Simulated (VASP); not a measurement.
# Ga (P6_3/mmc) in VASP: notebook

One crystal, Ga, is run at these levels: PBE; tasks: relaxation of cell and atoms, single point.

Program: VASP 6.6.1. These are calculated values, not measurements. Logs are shortened: lines on timing, memory, paths and dates and some standing lists are left out, and cuts for length are marked.

## (1) Starting point

It takes space group P6_3/mmc (No. 194, hexagonal). Conventional cell: a = 4.456 Å, b = 4.456 Å, c = 5.297 Å, α = 90.00°, β = 90.00°, γ = 120.00°. Around Ga (site symmetry -6m2) lie 5 Ga at 2.57 to 2.65 Å. Ga (site symmetry -6m2) has 3 Ga at 2.57 Å as nearest neighbours.

The cell was built by a generator and needn't be a form met in nature.

## (2) Relaxation of cell and atoms, PBE (random cell without symmetry)

File INCAR:

```
SYSTEM = Ga
  PREC = Accurate
  ENCUT = 600
  EDIFF = 1E-6
  ISMEAR = 0
  SIGMA = 0.1
  LREAL = .False.
  LASPH = .True.
  NELM = 100
  ALGO = Normal
  ISIF = 3
  LWAVE = .False.
  LCHARG = .False.
  GGA = PE
  IBRION = 2
  NSW = 90
  EDIFFG = -0.04
```

File KPOINTS:

```
Automatic mesh
0
Gamma
  6 6 6
  0 0 0
```

File POSCAR:

```
Ga
1.0
    2.6935539111      0.0000000000      0.0000000000
   -0.6153844977      2.6808114887      0.0000000000
   -0.4027406091     -0.6943522594      2.7003673742
Ga
1
Direct
    0.5000000000      0.0000000000      0.0000000000
```

Potentials or basis: VASP PAW PBE potentials, release 64 (Ga_d).

Run with:

```sh
> cat potpaw_PBE.64/Ga_d/POTCAR > POTCAR
> mpirun -np 1 vasp_std > vasp.out
```

OUTCAR:

```text
SYSTEM = Ga
   PREC = Accurate
   ENCUT = 600
   EDIFF = 1E-6
   ISMEAR = 0
   LREAL = .False.
   LASPH = .True.
   NELM = 100
   ISIF = 3
   GGA = PE
   IBRION = 2
   NSW = 90
   EDIFFG = -0.04

 ion  position               nearest neighbor table
   1  0.500  0.000  0.000-

  LATTYP: Found a triclinic cell.
 ALAT       =     2.6935539111
 B/A-ratio  =     1.5469046930
 C/A-ratio  =     1.0211549857
 COS(alpha) =     0.0038378631
 COS(beta)  =     0.2237325730
 COS(gamma) =     0.7431098789

  Lattice vectors:

 A1 = (  -2.6935539111,   0.0000000000,   0.0000000000)
 A2 = (  -3.0962945202,  -0.6943522594,   2.7003673742)
 A3 = (  -0.6153844977,   2.6808114887,   0.0000000000)

Analysis of symmetry for initial positions (statically):
=====================================================================
 Subroutine PRICEL returns:
 Original cell was already a primitive cell.

 Routine SETGRP: Setting up the symmetry group for a
 triclinic supercell.

 Subroutine GETGRP returns: Found  2 space group operations
 (whereof  2 operations were pure point group operations)
 out of a pool of  2 trial point group operations.

The static configuration has the point symmetry S_2 .

Analysis of symmetry for dynamics (positions and initial velocities):
=====================================================================
 Subroutine PRICEL returns:
 Original cell was already a primitive cell.

 Routine SETGRP: Setting up the symmetry group for a
 triclinic supercell.

 Subroutine GETGRP returns: Found  2 space group operations
 (whereof  2 operations were pure point group operations)
 out of a pool of  2 trial point group operations.

The dynamic configuration has the point symmetry S_2 .

 Subroutine INISYM returns: Found  2 space group operations
 (whereof  2 operations are pure point group operations),
 and found     1 'primitive' translations

----------------------------------------------------------------------------------------

                                     Primitive cell

  volume of cell :      19.4991

  direct lattice vectors                    reciprocal lattice vectors
     2.693553911  0.000000000  0.000000000     0.371256724  0.085222565  0.077283795
    -0.615384498  2.680811489  0.000000000     0.000000000  0.373021380  0.095915926
    -0.402740609 -0.694352259  2.700367374     0.000000000  0.000000000  0.370319983

  length of vectors
     2.693553911  2.750536006  2.817145544     0.388673675  0.385155572  0.370319983

  position of ions in fractional coordinates (direct lattice)
     0.500000000  0.000000000  0.000000000

  ion indices of the primitive-cell ions
   primitive index   ion index
                 1           1

----------------------------------------------------------------------------------------

 KPOINTS: Automatic mesh

Automatic generation of k-mesh.
 Grid dimensions read from file:
 generate k-points for:    6    6    6

 Generating k-lattice:

  Cartesian coordinates                     Fractional coordinates (reciprocal lattice)
     0.061876121  0.014203761  0.012880633     0.166666667 -0.000000000  0.000000000
     0.000000000  0.062170230  0.015985988     0.000000000  0.166666667  0.000000000
     0.000000000  0.000000000  0.061719997     0.000000000  0.000000000  0.166666667

  Length of vectors
     0.064778946  0.064192595  0.061719997

  Shift w.r.t. Gamma in fractional coordinates (k-lattice)
     0.000000000  0.000000000  0.000000000

 Subroutine IBZKPT returns following result:
 ===========================================

 Found    112 irreducible k-points:

 Following reciprocal coordinates:
            Coordinates               Weight
  0.000000  0.000000  0.000000      1.000000
  0.166667  0.000000 -0.000000      2.000000
  0.333333  0.000000  0.000000      2.000000
  0.500000  0.000000 -0.000000      1.000000
  0.000000  0.166667 -0.000000      2.000000
  0.166667  0.166667 -0.000000      2.000000
[... 16 lines left out ...]
  0.333333  0.000000  0.166667      2.000000
  0.500000  0.000000  0.166667      2.000000
 [... further k-points ...]
   k-points           NKPTS =    112   k-points in BZ     NKDIM =    112   number of bands    NBANDS=     10
   number of dos      NEDOS =    301   number of ions     NIONS =      1
   total plane-waves  NPLWV =  13824
   dimension x,y,z NGX =    24 NGY =   24 NGZ =   24
   dimension x,y,z NGXF=    48 NGYF=   48 NGZF=   48
   ions per type =               1
   NGX,Y,Z   is equivalent  to a cutoff of  14.81, 14.51, 14.16 a.u.
   NGXF,Y,Z  is equivalent  to a cutoff of  29.63, 29.01, 28.33 a.u.
 SYSTEM =  Ga
   PREC   = accura    normal or accurate (medium, high low for compatibility)
   ISTART =      0    job   : 0-new  1-cont  2-samecut
   ICHARG =      2    charge: 1-file 2-atom 10-const
   ISPIN  =      1    spin polarized calculation?
   LNONCOLLINEAR =      F non collinear calculations
   LSORBIT =      F    spin-orbit coupling
   LASPH  =      T    aspherical Exc in radial PAW
   ENCUT  =  600.0 eV  44.10 Ry    6.64 a.u.   5.38  5.49  5.63*2*pi/ulx,y,z
   NELM   =    100;   NELMIN=  2; NELMDL= -5     # of ELM steps
   EDIFF  = 0.1E-05   stopping-criterion for ELM
   LREAL  =      F    real-space projection
   EDIFFG = -.4E-01   stopping-criterion for IOM
   NSW    =     90    number of steps for IOM
   IBRION =      2    ionic relax: 0-MD 1-quasi-New 2-CG
   NFREE  =      1    steps in history (QN), initial steepest desc. (CG)
   ISIF   =      3    stress and relaxation
   ISYM   =      2    0-nonsym 1-usesym 2-fastsym
   POTIM  = 0.5000    time-step for ionic-motion
   TEBEG  =    0.0;   TEEND  =   0.0 temperature during run
   PSTRESS=    0.0 pullay stress
   NELECT =      13.0000    total number of electrons
   NUPDOWN=      -1.0000    fix difference up-down
   EMIN   =  10.00;   EMAX   =-10.00  energy-range for DOS
   EFERMI =   0.00;   METHOD = LEGACY
   ISMEAR =     0;   SIGMA  =   0.10  broadening in eV -4-tet -1-fermi 0-gaus
   EFERMI_NEDOS =   21; number of points for ismear=-14 and -15
   IALGO  =     38    algorithm
   IMIX   =      4    mixing-type and parameters
     AMIX     =   0.40;   BMIX     =  1.00
     AMIX_MAG =   1.60;   BMIX_MAG =  1.00
  volume/ion in A,a.u.               =      19.50       131.59
  Fermi-wavevector in a.u.,A,eV,Ry     =   1.430159  2.702609 27.828744  2.045355
  Thomas-Fermi vector in A             =   2.550035
   LORBIT       =      0    0 simple, 1 ext, 2 COOP (PROOUT), +10 PAW based schemes
   GGA     = PE    functional components
   LHFCALC =     F    Hartree Fock is set to
   AEXX    =    0.0000 exact exchange contribution
   IVDW    =     0    specifies the selected vdW correction
   LEPSILON=     F    determine dielectric tensor
   LRPA    =     F    only Hartree local field effects (RPA)
 conjugate gradient relaxation of ions
 non-spin polarized calculation
 Gauss-broadening in eV      SIGMA  =   0.10
  energy-cutoff  :      600.00
  volume of cell :       19.50
 maximum number of plane-waves:       661
 NGX is ok and might be reduce to    24
   NGX = 11   NGY = 11   NGZ = 11

--------------------------------------- Ionic step        1  -------------------------------------------

 number of electron      13.0000007 magnetization

 Free energy of the ion-electron system (eV)
  ---------------------------------------------------
  ext. energy  EPLUGINS =         0.00000000
  ---------------------------------------------------
  free energy    TOTEN  =        -2.82542253 eV

  energy without entropy =       -2.82403627  energy(sigma->0) =       -2.82472940

------------------------ aborting loop because EDIFF is reached ----------------------------------------

  FORCE on cell =-STRESS in cart. coord.  units (eV):
  Direction    XX          YY          ZZ          XY          YZ          ZX
  --------------------------------------------------------------------------------------
  -------------------------------------------------------------------------------------
  Total        0.3103004      0.1454016     -0.1869175     -0.0581086     -0.1222308     -0.0587202
  in kB       25.4963592     11.9471681    -15.3583880     -4.7745946    -10.0433011     -4.8248465
  external PRESSURE =       7.3617131 kB  Pullay stress =       0.0000000 kB
[... 265 lines left out ...]
  energy  without entropy=       -2.8362458879  energy(sigma->0) =       -2.83669657

--------------------------------------- Ionic step        9  -------------------------------------------

 number of electron      12.9999997 magnetization

 Free energy of the ion-electron system (eV)
  ---------------------------------------------------
  ext. energy  EPLUGINS =         0.00000000
  ---------------------------------------------------
  free energy    TOTEN  =        -2.83771653 eV

  energy without entropy =       -2.83691095  energy(sigma->0) =       -2.83731374

 E-fermi :   4.9232     XC(G=0): -10.7457

 val. band max:        4.9122005562   @ k =   0.3333   0.5000   0.5000
 cond. band min:       5.0862404745   @ k =   0.3333   0.3333   0.1667
 fundamental gap:      0.1740399182
 Fermi energy:         4.9231630368

 k-point     1 :       0.0000    0.0000    0.0000
  band No.  band energies     occupation
      1     -10.0195      2.00000
      2      -9.9849      2.00000
      3      -9.7049      2.00000
      4      -9.6325      2.00000
      5      -9.6144      2.00000
      6      -5.6511      2.00000
      7      14.1578      0.00000
      8      15.7075      0.00000
      9      15.7929      0.00000
     10      18.3131      0.00000
[... 287 lines left out ...]
 k-point    24 :       0.5000    0.0000    0.1667
  band No.  band energies     occupation
      1      -9.9589      2.00000
      2      -9.8558      2.00000
      3      -9.7246      2.00000
      4      -9.6592      2.00000
      5      -9.6265      2.00000
      6      -0.5255      2.00000
      7       1.9850      2.00000
      8      11.2047      0.00000
      9      14.7103      0.00000
     10      18.7654      0.00000

 [... further k-points ...]

------------------------ aborting loop because EDIFF is reached ----------------------------------------

  FORCE on cell =-STRESS in cart. coord.  units (eV):
  Direction    XX          YY          ZZ          XY          YZ          ZX
  --------------------------------------------------------------------------------------
  -------------------------------------------------------------------------------------
  Total        0.0027717     -0.0266659      0.0238650     -0.0158276      0.0291487     -0.0092848
  in kB        0.2246263     -2.1610807      1.9340860     -1.2827105      2.3622901     -0.7524657
  external PRESSURE =      -0.0007895 kB  Pullay stress =       0.0000000 kB
[... 16 lines left out ...]
  FREE ENERGIE OF THE ION-ELECTRON SYSTEM (eV)
  ---------------------------------------------------
  free  energy   TOTEN  =        -2.8377165261 eV

  energy  without entropy=       -2.8369109458  energy(sigma->0) =       -2.83731374

 reached required accuracy - stopping structural energy minimisation
```

Run time: 50 s. Hardware: 1 thread of Intel Xeon Platinum 8488C (Sapphire Rapids), shared host; peak memory 0.16 GiB.

Results:

| Quantity | Value |
| --- | --- |
| Free energy | -2.8377 eV |
| Relaxed volume | 19.77 Å³/atom |
| Relaxed cell | a = 2.771 Å, b = 2.811 Å, c = 2.768 Å, α = 103.16°, β = 99.99°, γ = 103.94° |
| Space group after relaxing (to 0.05 Å) | C2/m (No. 12) |
| Energy gained by relaxing | 12.3 meV/atom |
| Ionic steps | 9 |
| Pressure after relaxing | 0.0 GPa |
| Band gap on the k mesh | none (metal or under the smearing width) |

Stress tensor (GPa, compression positive):
```
 0.02 -0.13 -0.08
-0.13 -0.22  0.24
-0.08  0.24  0.19
```

Step by step:
```
step  energy change (eV)  largest force (eV/Å)  pressure (GPa)  volume (Å³)
   1              0.0000                0.0000            0.74        19.50
   2             -0.0070                0.0000            0.00        19.75
   3             -0.0087                0.0000           -0.32        19.88
   4             -0.0097                0.0000           -0.99        20.14
   5             -0.0099                0.0000           -0.61        20.03
   6             -0.0100                0.0000           -0.55        20.06
   7             -0.0117                0.0000           -0.28        19.89
   8             -0.0117                0.0000           -0.29        19.91
   9             -0.0123                0.0000            0.00        19.77
```

Final structure:
```
Ga
1.0
     2.77017   -0.02273   -0.04056
    -0.65494    2.73355   -0.02127
    -0.44774   -0.73485    2.63079
Ga
1
Direct
  0.50000 0.00000 0.00000
```

Levels at points of the mesh, in eV from the Fermi level:
```tsv
k point	band 3	band 4	band 5	band 6	band 7	band 8	band 9	band 10
(0.00, 0.00, 0.00)	-14.63	-14.56	-14.54	-10.57	9.23	10.78	10.87	13.39
(0.50, 0.00, 0.00)	-14.61	-14.56	-14.55	-5.66	-3.92	9.27	10.91	12.84
(0.00, 0.50, 0.00)	-14.59	-14.56	-14.54	-5.73	-3.91	9.24	10.20	12.64
(0.50, 0.50, 0.00)	-14.64	-14.60	-14.43	-2.77	-2.57	2.83	6.54	12.68
(0.00, 0.00, 0.50)	-14.61	-14.56	-14.56	-5.69	-3.93	9.43	11.03	13.04
(0.50, 0.00, 0.50)	-14.64	-14.60	-14.41	-2.17	-2.12	2.30	6.06	11.33
(0.00, 0.50, 0.50)	-14.64	-14.60	-14.42	-2.66	-2.50	2.70	6.41	12.46
(0.50, 0.50, 0.50)	-14.71	-14.44	-14.41	1.12	1.65	1.99	3.82	6.26
```

Caveat: the k mesh is coarse (spacing up to 0.41 Å⁻¹), so the values aren't converged.

## (3) Single point, PBE (random cell without symmetry)

File INCAR:

```
  PREC = Accurate
  ENCUT = 520
  EDIFF = 1E-6
  ISMEAR = 0
  SIGMA = 0.1
  LREAL = False
  LASPH = True
  NELM = 100
  ALGO = Normal
  ISIF = 2
  LWAVE = False
  LCHARG = False
  GGA = PE
  NBANDS = 26
```

File KPOINTS:

```
Automatic mesh
0
Gamma
  4 6 4
```

File POSCAR:

```
Ga
1.0
    3.4980165472      0.1927603443      0.0361475246
    0.8323353347      3.5059652447     -0.1932878511
   -0.9046817744     -0.6446600567      4.8584558369
Ga
3
Direct
    0.3984864903      0.9320239421      0.8697511791
    1.0651486941      0.5986695307      0.2030992595
    0.7319123514      0.2654502105      0.5363977320
```

Potentials or basis: VASP PAW PBE potentials, release 64 (Ga_d).

Run with:

```sh
> cat potpaw_PBE.64/Ga_d/POTCAR > POTCAR
> mpirun -np 1 vasp_std > vasp.out
```

Run time: 46 s. Hardware: 1 thread of Intel Xeon Platinum 8488C (Sapphire Rapids), shared host; peak memory 0.2 GiB.

It converged, with:

| Property | Result |
| --- | --- |
| Free energy | -8.6852 eV |
| Pressure | 0.1 GPa |
| Band gap on the k mesh | none (metal or under the smearing width) |

Stress tensor (GPa, compression positive):
```
 0.27  0.11  0.17
 0.11 -0.03 -0.14
 0.17 -0.14  0.17
```

Levels at points of the mesh, in eV from the Fermi level:
```
           k point  band 18  band 19  band 20  band 21  band 22  band 23
(0.00, 0.00, 0.00)    -4.29     2.09     2.09     3.13     3.13     5.78
(0.50, 0.00, 0.00)    -2.12    -2.07     0.71     0.71     1.54     4.77
(0.00, 0.50, 0.00)    -2.76    -2.56     1.03     1.03     1.94     5.60
(0.50, 0.50, 0.00)    -2.44    -2.24    -1.38    -1.38     2.57     4.15
(0.00, 0.00, 0.50)     0.83     1.92     2.20     3.99     5.63     5.63
(0.50, 0.00, 0.50)    -5.77    -4.09     1.93     1.93     4.72     4.72
(0.00, 0.50, 0.50)    -5.59    -4.07     2.43     2.43     4.34     4.34
(0.50, 0.50, 0.50)    -3.27    -3.27    -0.61    -0.60     0.43     0.43
```

Caveat: the k mesh is coarse (spacing up to 0.47 Å⁻¹), so the values aren't converged.

## (4) Relaxation of cell and atoms, PBE (random cell without symmetry)

File INCAR:

```
SYSTEM = Ga
PREC = Accurate
ENCUT = 600
EDIFF = 1E-6
ISMEAR = 0
SIGMA = 0.1
LREAL = .FALSE.
LASPH = .TRUE.
NELM = 100
ALGO = Normal
ISIF = 3
LWAVE = .FALSE.
LCHARG = .FALSE.
GGA = PE
IBRION = 2
NSW = 90
EDIFFG = -0.04
```

File KPOINTS:

```
Automatic mesh
0
G
  4 6 4
  0 0 0
```

File POSCAR:

```
Ga
1.0
    3.9230115345      0.0000000000      0.0000000000
    0.7398328017      3.5137607711      0.0000000000
   -1.0426353354     -0.3399451959      4.5260795855
Ga
3
Direct
    0.2839482695      0.6999483496      0.8910923194
    0.9637301525      0.5594165984      0.1228524871
    0.9478691138      0.5367787353      0.5953033641
```

Run with:

```sh
> cat potpaw_PBE.64/Ga_d/POTCAR > POTCAR
> mpirun -np 1 vasp_std > vasp.out
```

It took 46 min on 1 thread of Intel Xeon Platinum 8488C (Sapphire Rapids), shared host; peak memory 0.25 GiB.

The run converged. Its results:

```
Free energy                            : -8.7021 eV
Relaxed volume                         : 20.79 Å³/atom
Relaxed cell                           : a = 4.388 Å, b = 2.848 Å, c = 5.745 Å, α = 90.40°, β = 90.76°, γ = 60.29°
Space group after relaxing (to 0.05 Å) : P1 (No. 1)
Energy gained by relaxing              : 2093.5 meV/atom
Ionic steps                            : 65
Pressure after relaxing                : 0.1 GPa
Largest force after relaxing           : 0.038 eV/Å
Band gap on the k mesh                 : none (metal or under the smearing width)
```

Forces on the atoms (eV/Å):
```
Ga  -0.015  0.029  0.011
Ga  -0.004 -0.037  0.003
Ga   0.019  0.008 -0.014
```

Stress tensor (GPa, compression positive):
```
0.06 0.03 0.08
0.03 0.08 0.06
0.08 0.06 0.08
```

Step by step:
| step | energy change (eV) | largest force (eV/Å) | pressure (GPa) | volume (Å³) |
| --- | --- | --- | --- | --- |
| 1 | 0.0000 | 18.6308 | 40.70 | 62.39 |
| 3 | -3.1270 | 3.6354 | 1.04 | 115.21 |
| 5 | -4.2528 | 3.6843 | 0.82 | 86.08 |
| 7 | -4.6833 | 3.7274 | 5.22 | 70.79 |
| 9 | -5.3338 | 0.6290 | -2.73 | 79.87 |
| 11 | -5.5094 | 0.5858 | -2.53 | 75.99 |
| 13 | -5.7960 | 0.9928 | 0.17 | 66.87 |
| 15 | -5.9008 | 0.9463 | 1.20 | 63.85 |
| 17 | -5.9926 | 0.5062 | 0.21 | 64.19 |
| 19 | -6.0282 | 0.3530 | -1.57 | 66.02 |
| 21 | -6.0845 | 0.3606 | -0.50 | 63.90 |
| 23 | -6.1145 | 0.2095 | 0.57 | 62.51 |
| 25 | -6.1309 | 0.1323 | 0.00 | 63.00 |
| 27 | -6.1319 | 0.1278 | -0.29 | 63.36 |
| 29 | -6.1362 | 0.0782 | 0.11 | 62.91 |
| 31 | -6.1364 | 0.0881 | 0.15 | 62.79 |
| 33 | -6.1417 | 0.1486 | 0.10 | 63.07 |
| 35 | -6.1418 | 0.1771 | 0.14 | 63.13 |
| 37 | -6.1462 | 0.2003 | -0.11 | 63.38 |
| 39 | -6.1541 | 0.3708 | -0.86 | 64.46 |
| 41 | -6.1592 | 0.3244 | -0.58 | 64.15 |
| 43 | -6.1687 | 0.3980 | -0.12 | 63.70 |
| 45 | -6.1842 | 0.3703 | -0.21 | 63.64 |
| 47 | -6.1808 | 0.3729 | 1.33 | 61.14 |
| 49 | -6.2402 | 0.2579 | 0.07 | 62.45 |
| 51 | -6.2618 | 0.1249 | -0.01 | 62.47 |
| 53 | -6.2659 | 0.0893 | -0.04 | 62.51 |
| 55 | -6.2673 | 0.0861 | -0.13 | 62.54 |
| 57 | -6.2698 | 0.0920 | 0.05 | 62.31 |
| 59 | -6.2724 | 0.1020 | 0.05 | 62.14 |
| 61 | -6.2775 | 0.0661 | -0.09 | 62.54 |
| 63 | -6.2798 | 0.0458 | -0.14 | 62.51 |
| 65 | -6.2804 | 0.0377 | 0.07 | 62.36 |

Final structure:
```xyz
3
Lattice="4.3467 0.4130 0.4341 1.1616 2.5953 0.1682 -0.6348 -0.1300 5.7085" Properties=species:S:1:pos:R:3 pbc="T T T"
Ga    1.8739    1.5653    5.2326
Ga    4.5480    2.0101    1.2925
Ga    4.1865    1.7838    3.9165
```

Levels at points of the mesh, in eV from the Fermi level:
```csv
k point,band 17,band 18,band 19,band 20,band 21,band 22,band 23
"(0.00, 0.00, 0.00)",-6.14,-5.09,-0.66,1.52,3.95,4.95,6.28
"(0.50, 0.00, 0.00)",-7.64,-4.32,-3.24,-2.28,0.65,8.40,8.91
"(0.00, 0.50, 0.00)",-3.74,-2.19,-2.06,-0.77,0.31,0.75,2.97
"(0.50, 0.50, 0.00)",-5.49,-1.40,-1.34,-1.19,0.69,2.59,3.45
"(0.00, 0.00, 0.50)",-8.37,-0.59,-0.22,-0.17,2.19,2.94,4.80
"(0.50, 0.00, 0.50)",-7.44,-7.04,-3.50,1.93,2.29,4.74,5.07
"(0.00, 0.50, 0.50)",-3.58,-3.20,-1.71,-1.60,-1.00,1.40,2.29
"(0.50, 0.50, 0.50)",-5.11,-4.18,-2.76,2.27,2.61,3.76,4.14
```

Caveat: the k mesh is coarse (spacing up to 0.42 Å⁻¹), so the values aren't converged.

(Continued in part 2 of 2.)
